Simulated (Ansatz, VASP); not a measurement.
# One calculation of CdS, two programs

```
CELL_PARAMETERS angstrom
0.00000 2.87151 2.87151
2.87151 0.00000 2.87151
2.87151 2.87151 0.00000
ATOMIC_POSITIONS crystal
Cd 0.00000 0.00000 0.00000
S 0.25000 0.25000 0.25000
```

Alike in both runs: task single point; functional PBE; k mesh 8 × 8 × 8; occupations gaussian, width 0.02 eV; no spin polarisation.

|  | VASP | Ansatz |
| --- | --- | --- |
| version | VASP 6.6.1 | Ansatz 0.2.0 |
| potentials or method | VASP PAW PBE potentials, release 64 (Cd, S) | scalar-relativistic, plane waves, PAW |
| plane-wave cutoff (eV) | 520 | 420 |
| valence electrons in the cell | 18 | 26 |

|  | VASP | Ansatz | Ansatz less VASP |
| --- | --- | --- | --- |
| gap on the k mesh at the Fermi level (eV) | 1.25 | 1.24 | -0.007 |
| least direct gap on the mesh (eV) | 1.25 | 1.24 | -0.007 |
| pressure (GPa) | 6.7 | 6.3 | -0.44 |

The two sets of potentials don't hold the same shells in valence.

As with any semilocal functional, this PBE gap is likely too small.
